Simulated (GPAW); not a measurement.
Write an ASE script for GPAW 26.7.0 that does the following.

| Item | Value |
| --- | --- |
| Task | single point |
| Functional | LDA |
| Potentials or basis | the program's PAW data sets (release 1.2.1) made for this functional |
| Cutoff | 450 eV |
| Basis | pw |
| k mesh | 5 × 5 × 5 |
| Occupations | fermi-dirac, width 0.05 eV |
| Spin | no spin polarisation |
| Maxiter | 120 |
| Convergence | default |

CdGeAs2:

```
Cd As Ge
1.0
    -2.98887    2.98887    5.66430
     2.98887   -2.98887    5.66430
     2.98887    2.98887   -5.66430
Cd As Ge
2 4 2
Direct
  0.50000 0.50000 0.00000
  0.25000 0.75000 0.50000
  0.09622 0.12500 0.47122
  0.37500 0.90378 0.02878
  0.65378 0.62500 0.52878
  0.87500 0.34622 0.97122
  0.75000 0.25000 0.50000
  0.00000 0.00000 0.00000
```

The cell is a database's computed one.

The input as run:

run.py

```python
from ase import Atoms
from ase.dft.bandgap import bandgap
from ase.io import write
from ase.units import GPa
from gpaw import GPAW, PW

atoms = Atoms(['Cd', 'Cd', 'As', 'As', 'As', 'As', 'Ge', 'Ge'],
              cell=[[-2.9888745628, 2.9888745628, 5.6642966801],
                    [2.9888745628, -2.9888745628, 5.6642966801],
                    [2.9888745628, 2.9888745628, -5.6642966801]],
              scaled_positions=[[0.5, 0.5, 0.0],
                                [0.25, 0.75, 0.5],
                                [0.09621757, 0.125, 0.47121757],
                                [0.375, 0.90378243, 0.02878243],
                                [0.65378243, 0.625, 0.52878243],
                                [0.875, 0.34621757, 0.97121757],
                                [0.75, 0.25, 0.5],
                                [0.0, 0.0, 0.0]],
              pbc=True)

calc = GPAW(mode=PW(450),
            xc='LDA',
            kpts={'size': (5, 5, 5), 'gamma': True},
            occupations={'name': 'fermi-dirac', 'width': 0.05},
            nbands=45,
            maxiter=120,
            txt='gpaw.txt')
atoms.calc = calc
energy = atoms.get_potential_energy()
forces = atoms.get_forces()
stress = atoms.get_stress()
calc.write('gs.gpw')
write('result.traj', atoms)
print(f'Energy: {energy:.6f} eV')
print('Forces (eV/A):')
print(forces.round(4))
print('Stress (GPa):', (stress / GPa).round(3))
print('Fermi level:', round(calc.get_fermi_level(), 4), 'eV')
print(f'Gap: {bandgap(calc)[0]:.4f} eV, direct: {bandgap(calc, direct=True)[0]:.4f} eV')
```

Potentials or basis: the program's PAW data sets (release 1.2.1) made for this functional, pw.

The run is started by

```bash
$ OMP_NUM_THREADS=1 python run.py
```

Results of the run:

```
Pressure               : -3.0 GPa
Largest force          : 0.276 eV/Å
Band gap on the k mesh : 0.22 eV, direct
```

Caveat: the cutoff is short for stress and forces, so pressures can be off by a GPa or more.

Wall time 88 s on 1 thread of Arm Neoverse V2 (shared host), peak memory 0.29 GiB.
